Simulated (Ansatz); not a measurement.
Ni3Al: changing the fixed moment of the cell

```
CELL_PARAMETERS angstrom
0.00000 2.80189 2.80189
2.80189 0.00000 2.80189
2.80189 2.80189 0.00000
ATOMIC_POSITIONS crystal
Ni 0.75000 0.75000 0.75000
Ni 0.00000 0.00000 0.00000
Ni 0.25000 0.25000 0.25000
Al 0.50000 0.50000 0.50000
```

The cell comes from a database or a generator and needn't be the stable form of this composition.

Kept alike: task single point; functional PBEsol; k mesh 7 × 7 × 7; occupations fermi-dirac, width 0.05 eV. Program: Ansatz, Ansatz PAW, cutoff 420 eV. The mesh is that of the run's cell of 4 atoms. No spin-orbit coupling.

| run | pressure (GPa) | largest site moment (μB) | free energy over the lowest row (meV/atom) |
| --- | --- | --- | --- |
| A | 13.75 | 1.35 | 733.84 |
| B | 3.29 | 0.79 | 128.87 |
| C | 27.49 | 1.70 | 1599.68 |
| D | -0.16 | 0.34 | 13.12 |
| E | 9.85 | 1.19 | 467.34 |
| F | -0.73 | 0.00 | 0.00 |
| G | 6.03 | 1.00 | 253.22 |
| H | 1.27 | 0.57 | 51.78 |

Pressure is positive in compression, with a Pulay correction for the finite cutoff. For a metal such a mesh leaves the last digits unconverged. The runs hold the magnetic state that their start led to, which needn't be the lowest. Site moments count inside each atom's sphere or projector. All rows use potentials made for PBE.

Task: The runs differ in the fixed moment of the cell alone: 0; 0.8; 1.5; 2.2; 3; 3.8; 4.5; 6 μB. Which run is which?

Result: Run A is 4.5 μB; run B is 2.2 μB; run C is 6 μB; run D is 0.8 μB; run E is 3.8 μB; run F is 0 μB; run G is 3 μB; run H is 1.5 μB. The pressure rises from -0.73 to 27.49 GPa between 0 and 6 μB. The largest site moment rises from 0.00 to 1.70 μB between 0 and 6 μB. The free energy rises from 0.00 to 1599.68 meV/atom between 0 and 6 μB.
